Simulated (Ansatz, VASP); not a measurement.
Al8Ni8H: VASP beside Ansatz

```
CELL_PARAMETERS angstrom
5.78617 0.00000 0.00000
0.00000 4.09144 0.00000
0.00000 0.00000 25.13716
ATOMIC_POSITIONS crystal
Al 0.00000 0.50000 0.33814
Al 0.50000 0.50000 0.33814
Al 0.00000 0.00000 0.41953
Al 0.50000 0.00000 0.41953
Al 0.00077 0.48937 0.50065
Al 0.49923 0.48937 0.50065
Al 0.99878 0.99566 0.58447
Al 0.50122 0.99566 0.58447
Ni 0.25000 0.00000 0.33814
Ni 0.75000 0.00000 0.33814
Ni 0.25000 0.50000 0.41953
Ni 0.75000 0.50000 0.41953
Ni 0.25000 0.98259 0.50126
Ni 0.75000 0.99273 0.49975
Ni 0.25000 0.49024 0.57956
Ni 0.75000 0.49901 0.57739
H 0.25000 0.24719 0.62754
```

Alike in both runs: functional PBE; k mesh 5 × 7 × 1; occupations gaussian, width 0.1 eV; no spin polarisation.

Ansatz relaxed the structure, and its values are those at the end. VASP's run is a single point on that final structure, the one shown.

|  | VASP | Ansatz |
| --- | --- | --- |
| version | VASP 6.6.1 | Ansatz 0.2.0 |
| potentials or method | VASP PAW PBE potentials, release 64 (Al, Ni, H) | scalar-relativistic, plane waves, PAW |
| plane-wave cutoff (eV) | 520 | 420 |
| valence electrons in the cell | 105 | 169 |

```tsv
	VASP	Ansatz	Ansatz less VASP
gap on the k mesh at the Fermi level (eV)	none	none	-
rms of the force components (eV/Å)	0.179	0.183	+0.0039
work function, face that differs most (eV)	4.79	4.91	+0.123
```

A gap of «none» marks a metal or a gap that the smearing closes. The two sets of potentials don't hold the same shells in valence.

Spin polarisation is off, so any magnetic state and its effect on volume and gap are missing.
